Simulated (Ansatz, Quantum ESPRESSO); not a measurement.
# HfO2 (Fm-3m): modes at Γ and the response to a field

Aim: the zone-centre modes of HfO2 (Fm-3m).

Program: Quantum ESPRESSO 7.5. Level of theory: DFT LDA, scalar-relativistic, plane waves, JTH PAW pseudopotentials. Results are calculated unless marked as measured.

## 1. Set-up

Symmetry: Fm-3m, No. 225, cubic system. The conventional cell has a = 5.115 Å, b = 5.115 Å, c = 5.115 Å, α = 90.00°, β = 90.00°, γ = 90.00°. Nearest to Hf lie 8 O at 2.21 Å. Nearest to O lie 4 Hf at 2.21 Å. Farther neighbours and most contacts between anions are not listed.

## 2. A probe with smearing

Before anything dear is run, a loose run with smearing shows whether this is a metal and how far the cell is from rest.

Contents of probe.in:

```
&control
   calculation = 'scf'
   prefix = 'x'
   outdir = './tmp'
   pseudo_dir = './pseudo'
   tprnfor = .true.
   tstress = .true.
   verbosity = 'high'
/
&system
   ibrav = 2
   celldm(1) = 9.66594913
   nat = 3
   ntyp = 2
   ecutwfc = 50.0
   ecutrho = 250.0
   occupations = 'smearing'
   smearing = 'gaussian'
   degauss = 0.01
/
&electrons
   conv_thr = 1.0d-07
   mixing_beta = 0.7
   electron_maxstep = 100
/
ATOMIC_SPECIES
 Hf    178.4900  Hf.upf
 O      15.9990  O.upf
ATOMIC_POSITIONS crystal
 Hf     0.000000000   0.000000000   0.000000000
 O      0.750000000   0.750000000   0.750000000
 O      0.250000000   0.250000000   0.250000000
K_POINTS automatic
 6 6 6 0 0 0
```

Command:

```
$ OMP_NUM_THREADS=1 mpirun -n 4 pw.x -nk 4 -in probe.in > probe.out
```

The log of the run:

```text
[banners, grids, parts of the stress and lines that vanish by symmetry left out]
Program PWSCF v.7.5
     file Hf.upf: wavefunction(s)  5S 5P 6P 5D 0D renormalized
     file O.upf: wavefunction(s)  0S 2P 0P renormalized
[...]
kinetic-energy cutoff     =      50.0000  Ry
     charge density cutoff     =     250.0000  Ry
     scf convergence threshold =      1.0E-07
[...]
Exchange-correlation= SLA PW NOGX NOGC
                           (   1   4   0   0   0   0   0)
[...]
48 Sym. Ops., with inversion, found
[...]
(     0          1          0      )
                  (     0          0          1      )
[...]
(  0.0000000  1.0000000  0.0000000 )
                  (  0.0000000  0.0000000  1.0000000 )
[...]
(     1          0         -1      )
                  (     0          0         -1      )
[...]
(     0          1         -1      )
                  (     0          1          0      )
[...]
( -1.0000000  0.0000000  0.0000000 )
                  (  0.0000000  1.0000000  0.0000000 )
[...]
number of k points=    16  Gaussian smearing, width (Ry)=  0.0100
[...]
End of self-consistent calculation
[...]
the Fermi energy is    14.0288 ev
!    total energy              =    -760.19003985 Ry
[...]
convergence has been achieved in   8 iterations
[...]
atom    1 type  1   force =     0.00000000    0.00000000    0.00000000
     atom    2 type  2   force =     0.00000000    0.00000000   -0.00000000
     atom    3 type  2   force =     0.00000000    0.00000000    0.00000000
[...]
Total force =     0.000000     Total SCF correction =     0.000000
[...]
total   stress  (Ry/bohr**3)                   (kbar)     P=     -199.74
[...]
XML data file, charge density, pseudopotentials, collected wavefunctions

   JOB DONE.
```

It took 2.3 s on 4 MPI ranks of Arm Neoverse V2, shared host; 8.8 s of CPU time.

This step gave:

| Quantity | Value |
| --- | --- |
| volume per atom | 11.15 Å³ |
| pressure | -19.97 GPa |
| gap on the k-mesh | 3.523 eV |

A gap of 3.5 eV opens on this mesh, so the crystal is taken as an insulator; the start stands at -20 GPa.

## 3. Relaxation

The harmonic expansion starts where the forces on the atoms vanish, and stress shifts the frequencies, so cell and atoms are relaxed with tight thresholds.

Contents of relax.in:

```
&control
   calculation = 'vc-relax'
   prefix = 'x'
   outdir = './tmp'
   pseudo_dir = './pseudo'
   tprnfor = .true.
   tstress = .true.
   forc_conv_thr = 2.0d-05
   etot_conv_thr = 1.0d-07
   nstep = 40
/
&system
   ibrav = 2
   celldm(1) = 9.66594913
   nat = 3
   ntyp = 2
   ecutwfc = 50.0
   ecutrho = 250.0
   occupations = 'fixed'
   nbnd = 14
/
&electrons
   conv_thr = 1.0d-11
   mixing_beta = 0.7
   electron_maxstep = 100
/
&ions
/
&cell
   press_conv_thr = 0.1
/
ATOMIC_SPECIES
 Hf    178.4900  Hf.upf
 O      15.9990  O.upf
ATOMIC_POSITIONS crystal
 Hf     0.000000000   0.000000000   0.000000000
 O      0.750000000   0.750000000   0.750000000
 O      0.250000000   0.250000000   0.250000000
K_POINTS automatic
 6 6 6 0 0 0
```

Command:

```
$ OMP_NUM_THREADS=1 mpirun -n 4 pw.x -nk 4 -in relax.in > relax.out
```

The log of the run:

```text
[banners, grids, parts of the stress and lines that vanish by symmetry left out]
[banner, memory and clock lines left out]
Program PWSCF v.7.5

[...]
kinetic-energy cutoff     =      50.0000  Ry
     charge density cutoff     =     250.0000  Ry
     scf convergence threshold =      1.0E-11
[...]
energy convergence thresh.=      1.0E-07
     force convergence thresh. =      2.0E-05
     press convergence thresh. =      1.0E-01
     Exchange-correlation= SLA PW NOGX NOGC
                           (   1   4   0   0   0   0   0)
[...]
48 Sym. Ops., with inversion, found
[...]
number of k points=    16
[...]
End of self-consistent calculation
[...]
highest occupied, lowest unoccupied level (ev):    11.8642   15.3863
!    total energy              =    -760.19003989 Ry
[...]
convergence has been achieved in  20 iterations
[...]
atom    1 type  1   force =    -0.00000000   -0.00000000   -0.00000000
     atom    2 type  2   force =    -0.00000000   -0.00000000    0.00000000
     atom    3 type  2   force =     0.00000000    0.00000000    0.00000000
     Total force =     0.000000     Total SCF correction =     0.000000
[...]
total   stress  (Ry/bohr**3)                   (kbar)     P=     -198.75
[...]
number of bfgs steps    =   0
[...]
CELL_PARAMETERS (alat=  9.66594913)
[...]
ATOMIC_POSITIONS (crystal)
Hf               0.0000000000       -0.0000000000        0.0000000000
O                0.7500000000        0.7500000000        0.7500000000
O                0.2500000000        0.2500000000        0.2500000000
[...]
New effective cutoffs (rho, wfc):  266.13   53.55
[...]
End of self-consistent calculation
[...]
highest occupied, lowest unoccupied level (ev):    13.6625   17.4479
!    total energy              =    -760.20186768 Ry
[...]
convergence has been achieved in  12 iterations
[...]
atom    1 type  1   force =     0.00000000    0.00000000    0.00000000
     atom    2 type  2   force =     0.00000000    0.00000000   -0.00000000
     atom    3 type  2   force =    -0.00000000   -0.00000000    0.00000000
     Total force =     0.000000     Total SCF correction =     0.000000
[...]
total   stress  (Ry/bohr**3)                   (kbar)     P=       66.01
[...]
number of bfgs steps    =   1
[...]
CELL_PARAMETERS (alat=  9.66594913)
[...]
ATOMIC_POSITIONS (crystal)
Hf               0.0000000000       -0.0000000000        0.0000000000
[...]
New effective cutoffs (rho, wfc):  261.78   52.67
[...]
End of self-consistent calculation
[...]
highest occupied, lowest unoccupied level (ev):    13.2157   16.9383
!    total energy              =    -760.20283132 Ry
[...]
convergence has been achieved in  14 iterations
[...]
atom    1 type  1   force =     0.00000000    0.00000000    0.00000000
     atom    2 type  2   force =    -0.00000000   -0.00000000    0.00000000
     atom    3 type  2   force =    -0.00000000    0.00000000   -0.00000000
     Total force =     0.000000     Total SCF correction =     0.000000
[...]
total   stress  (Ry/bohr**3)                   (kbar)     P=       -8.77
[...]
number of bfgs steps    =   2
[...]
CELL_PARAMETERS (alat=  9.66594913)
[...]
ATOMIC_POSITIONS (crystal)
[...]
New effective cutoffs (rho, wfc):  262.29   52.77
[...]
End of self-consistent calculation
[...]
highest occupied, lowest unoccupied level (ev):    13.2681   16.9982
!    total energy              =    -760.20285021 Ry
[...]
convergence has been achieved in  11 iterations
[...]
atom    1 type  1   force =     0.00000000    0.00000000    0.00000000
     atom    2 type  2   force =     0.00000000    0.00000000   -0.00000000
     atom    3 type  2   force =     0.00000000    0.00000000    0.00000000
     Total force =     0.000000     Total SCF correction =     0.000000
[...]
total   stress  (Ry/bohr**3)                   (kbar)     P=       -0.31
[...]
number of bfgs steps    =   3
[...]
CELL_PARAMETERS (alat=  9.66594913)
[...]
ATOMIC_POSITIONS (crystal)
[...]
New effective cutoffs (rho, wfc):  262.31   52.78
[...]
End of self-consistent calculation
[...]
highest occupied, lowest unoccupied level (ev):    13.2700   17.0004
!    total energy              =    -760.20285023 Ry
[...]
convergence has been achieved in   8 iterations
[...]
atom    1 type  1   force =    -0.00000000    0.00000000   -0.00000000
     atom    2 type  2   force =     0.00000000    0.00000000   -0.00000000
     atom    3 type  2   force =    -0.00000000    0.00000000    0.00000000
     Total force =     0.000000     Total SCF correction =     0.000000
[...]
total   stress  (Ry/bohr**3)                   (kbar)     P=        0.00
[...]
bfgs converged in   5 scf cycles and   4 bfgs steps
[...]
End of BFGS Geometry Optimization
     Final enthalpy           =    -760.2028502326 Ry
     File ./tmp/x.bfgs deleted, as requested
[...]
CELL_PARAMETERS (alat=  9.66594913)
[...]
ATOMIC_POSITIONS (crystal)
[...]
O                0.7500000000        0.7500000000        0.7500000000
O                0.2500000000        0.2500000000        0.2500000000
[...]
Final scf calculation at the relaxed structure.
[...]
kinetic-energy cutoff     =      50.0000  Ry
     charge density cutoff     =     250.0000  Ry
     scf convergence threshold =      1.0E-13
[...]
press convergence thresh. =      1.0E-01
     Exchange-correlation= SLA PW NOGX NOGC
                           (   1   4   0   0   0   0   0)
[...]
48 Sym. Ops., with inversion, found
[...]
number of k points=    16
[...]
End of self-consistent calculation
[...]
highest occupied, lowest unoccupied level (ev):    13.2710   17.0007
!    total energy              =    -760.20205488 Ry
[...]
convergence has been achieved in  17 iterations
[...]
atom    1 type  1   force =    -0.00000000    0.00000000    0.00000000
     atom    2 type  2   force =    -0.00000000   -0.00000000    0.00000000
     atom    3 type  2   force =     0.00000000    0.00000000   -0.00000000
     Total force =     0.000000     Total SCF correction =     0.000000
[...]
total   stress  (Ry/bohr**3)                   (kbar)     P=        0.65
[...]
XML data file, charge density, pseudopotentials, collected wavefunctions
```

It took 13 s on 4 MPI ranks.

Relaxation path:

```tsv
step	energy less that of the first step (eV)	largest force (eV/Å)	pressure (GPa)	volume (Å³)
1	0.0000	0.0000	-19.88	33.46
2	-0.1609	0.0000	6.60	30.18
3	-0.1740	0.0000	-0.88	30.93
4	-0.1743	0.0000	-0.03	30.84
5	-0.1743	0.0000	0.00	30.84
6	-0.1635	0.0000	0.07	30.84
```

```tsv
conventional cell, symmetrised	before	after	change
a (Å)	5.115	4.978	-2.7 %
b (Å)	5.115	4.978	-2.7 %
c (Å)	5.115	4.978	-2.7 %
volume (Å³/atom)	11.15	10.28	-7.8 %
```

Final coordinates:

```cif
data_structure
_symmetry_space_group_name_H-M 'P 1'
_symmetry_Int_Tables_number 1
_cell_length_a 3.5200
_cell_length_b 3.5200
_cell_length_c 3.5200
_cell_angle_alpha 60.000
_cell_angle_beta 60.000
_cell_angle_gamma 60.000
_cell_volume 30.84
loop_
_atom_site_label
_atom_site_type_symbol
_atom_site_fract_x
_atom_site_fract_y
_atom_site_fract_z
_atom_site_occupancy
Hf1 Hf 0.00000 0.00000 0.00000 1
O2 O 0.75000 0.75000 0.75000 1
O3 O 0.25000 0.25000 0.25000 1
```

The last row of the table of steps is pw.x's closing run on a basis chosen anew for the final cell, so its energy can jump.

This step gave:

```
volume per atom   : 10.28 Å³
pressure          : 0.065 GPa
gap on the k-mesh : 3.730 eV
```

The volume changes by -7.8 % from the cell with which this run began.

## 4. Ground state

Perturbation theory inherits every error of the wavefunctions, so the threshold is set near the limit of the arithmetic. With a gap, occupations are fixed, which also allows the response to an electric field.

Contents of scf.in:

```
&control
   calculation = 'scf'
   prefix = 'x'
   outdir = './tmp'
   pseudo_dir = './pseudo'
   tprnfor = .true.
   tstress = .true.
/
&system
   ibrav = 2
   celldm(1) = 9.40720223
   nat = 3
   ntyp = 2
   ecutwfc = 50.0
   ecutrho = 250.0
   occupations = 'fixed'
   nbnd = 14
/
&electrons
   conv_thr = 1.0d-12
   mixing_beta = 0.7
   electron_maxstep = 100
/
ATOMIC_SPECIES
 Hf    178.4900  Hf.upf
 O      15.9990  O.upf
ATOMIC_POSITIONS crystal
 Hf     0.000000000   0.000000000   0.000000000
 O      0.750000000   0.750000000   0.750000000
 O      0.250000000   0.250000000   0.250000000
K_POINTS automatic
 8 8 8 0 0 0
```

Command:

```
$ OMP_NUM_THREADS=1 mpirun -n 4 pw.x -nk 4 -in scf.in > scf.out
```

The log of the run:

```text
[banners, grids, parts of the stress and lines that vanish by symmetry left out]
[banner, memory and clock lines left out]
Program PWSCF v.7.5

[...]
kinetic-energy cutoff     =      50.0000  Ry
     charge density cutoff     =     250.0000  Ry
     scf convergence threshold =      1.0E-12
[...]
Exchange-correlation= SLA PW NOGX NOGC
                           (   1   4   0   0   0   0   0)
[...]
48 Sym. Ops., with inversion, found
[...]
number of k points=    29
[...]
End of self-consistent calculation
[...]
highest occupied, lowest unoccupied level (ev):    13.2710   17.0007
!    total energy              =    -760.20207538 Ry
[...]
convergence has been achieved in  19 iterations
[...]
atom    1 type  1   force =     0.00000000    0.00000000    0.00000000
     atom    2 type  2   force =    -0.00000000   -0.00000000   -0.00000000
     atom    3 type  2   force =     0.00000000    0.00000000    0.00000000
     Total force =     0.000000     Total SCF correction =     0.000000
[...]
total   stress  (Ry/bohr**3)                   (kbar)     P=        0.63
[...]
XML data file, charge density, pseudopotentials, collected wavefunctions
```

Wall time 5.8 s (4 MPI ranks).

Numbers from this step:

| Item | Value |
| --- | --- |
| pressure | 0.063 GPa |

The cell stands at 0.063 GPa, close enough for phonons.

(Continued in part 2 of 3.)

[Host names and launcher messages were left out of these logs when they were recorded.]

[Logs are printed without paths, hosts, clocks, repeated set-up lines and the standing remarks that a program may print on its own settings, such as how far it seeks lower states.]

[Hosts, paths, dates, database ids (printed as entryN), source tags and the programs' standing remarks are cut or masked in the printed files.]
